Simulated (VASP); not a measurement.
A run of VASP 6.6.1 is set up as follows.

POSCAR

```
Li2O
1.0
    0.0000000000      2.2862725654      2.2862725654
    2.2862725654      0.0000000000      2.2862725654
    2.2862725654      2.2862725654      0.0000000000
Li O
2 1
Direct
    0.7500000000      0.7500000000      0.7500000000
    0.2500000000      0.2500000000      0.2500000000
    0.0000000000      0.0000000000      0.0000000000
```

File INCAR.step1:

```
SYSTEM = Li2O
PREC = Accurate ; ENCUT = 520
ISMEAR = 0 ; SIGMA = 0.02
LREAL = .False. ; LASPH = .True.
NELM = 100 ; NBANDS = 13
GGA = PE ; ALGO = Normal
EDIFF = 1E-4 ; LWAVE = .True.
LCHARG = .False.
```

The input INCAR.step2:

```
SYSTEM = Li2O
PREC = Accurate ; ENCUT = 520
EDIFF = 1E-7 ; ISMEAR = 0
SIGMA = 0.02 ; LREAL = .False.
LASPH = .True. ; NELM = 100
ALGO = Normal ; ISIF = 2
LWAVE = .False. ; LCHARG = .False.
METAGGA = R2SCAN ; LMIXTAU = .True.
NBANDS = 13 ; ISTART = 1
```

KPOINTS

```
regular mesh
0
Gamma
  8 8 8
  0 0 0
```

Potentials or basis: VASP PAW PBE potentials, release 64 (Li_sv, O).

Launch:

```sh
$ cat potpaw_PBE.64/Li_sv/POTCAR potpaw_PBE.64/O/POTCAR > POTCAR
$ cp INCAR.step1 INCAR
$ mpirun -np 1 vasp_std > vasp.out
$ cp INCAR.step2 INCAR
$ mpirun -np 1 vasp_std > vasp.out
```

(1) What does it give for the band gap on the k mesh?

Results:

(1) 5.73 eV, indirect (least direct gap 6.35 eV).
